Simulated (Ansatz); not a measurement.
Bulk crystal (TiAl₃) after relaxation:

```
Ti Al
1.0
    -1.91200    1.91200    4.28192
     1.91200   -1.91200    4.28192
     1.91200    1.91200   -4.28192
Ti Al
1 3
Direct
  0.00000 0.00000 0.00000
  0.50000 0.50000 0.00000
  0.75000 0.25000 0.50000
  0.25000 0.75000 0.50000
```

Miller indices refer to the conventional cell of I4/mmm (No. 139), a = 3.824 Å, b = 3.824 Å, c = 8.564 Å, α = 90.00°, β = 90.00°, γ = 90.00°.

The (001) slab of 6 planes, 10.7 Å thick with 15 Å of vacuum as cut; outer planes TiAl (top) and Al (bottom).

Level of theory: DFT r2SCAN, scalar-relativistic, plane waves, PAW (Ansatz). Settings: cutoff 500 eV, Γ-centred mesh 9×9×1 on the computed 12-atom cell, Gaussian smearing of 0.10 eV; no spin polarisation. A dipole correction removes the field between periodic images along c.

With the atoms at the bulk's places:

For the slab as cut, the surface energy (mean of both faces) is 2.00 J/m² and the work function is 4.19 eV.

(1) What changes when all atoms relax within this surface cell and its symmetry?

Answers

(1) The energy falls by 0.049 J/m² a face, and the largest move is 0.11 Å.

```json
{
 "Surface energy (mean of both faces)": "1.95 J/m²",
 "Work function": "4.27 eV (top), 4.17 eV (bottom)",
 "Dipole of the slab along +c, per cell": "-0.01 e·Å"
}
```

```tsv
plane (bottom to top)	atoms	spacing to next, bulk (Å)	relaxed (Å)	change (%)	rumpling (Å)
1	Al2	2.141	2.040	-4.7	0.000
2	TiAl	2.141	2.102	-1.8	0.109
3	Al2	2.141	2.144	+0.1	0.000
4	TiAl	2.141	2.147	+0.3	0.057
5	Al2	2.141	2.124	-0.8	0.000
6	TiAl				0.076
```